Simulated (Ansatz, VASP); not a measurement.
MgO: VASP beside Ansatz

```
CELL_PARAMETERS angstrom
3.17120 0.00000 0.00000
-1.58560 2.74634 0.00000
0.00000 0.00000 9.95320
ATOMIC_POSITIONS crystal
Mg 0.33333 0.66667 0.96949
Mg 0.00000 0.00000 0.22082
Mg 0.00000 0.00000 0.72082
Mg 0.66667 0.33333 0.46949
O 0.33333 0.66667 0.78004
O 0.00000 0.00000 0.52964
O 0.00000 0.00000 0.02964
O 0.66667 0.33333 0.28004
```

Alike in both runs: task single point; functional PBE; k mesh 9 × 9 × 2; occupations gaussian, width 0.05 eV; no spin polarisation.

```csv
,VASP,Ansatz
version,VASP 6.6.1,Ansatz 0.2.0
potentials or method,"VASP PAW PBE potentials, release 64 (Mg, O)","scalar-relativistic, plane waves, PAW"
plane-wave cutoff (eV),520,520
valence electrons in the cell,32,64
```

```csv
,VASP,Ansatz,Ansatz less VASP
gap on the k mesh at the Fermi level (eV),4.10,4.12,+0.016
least direct gap on the mesh (eV),4.10,4.12,+0.016
pressure (GPa),17.7,17.9,+0.27
largest component of the traceless stress (GPa),4.01,3.93,-0.085
rms of the force components (eV/Å),0.206,0.203,-0.0030
```

Atom by atom the forces differ by 0.003 eV/Å (rms over components). The two sets of potentials don't hold the same shells in valence.

Caveats: so large a pressure means that the cell lies far from this level's equilibrium, or that cutoff or potentials fall short (VASP). PBE gaps usually lie below the measured ones, often by a third to a half.
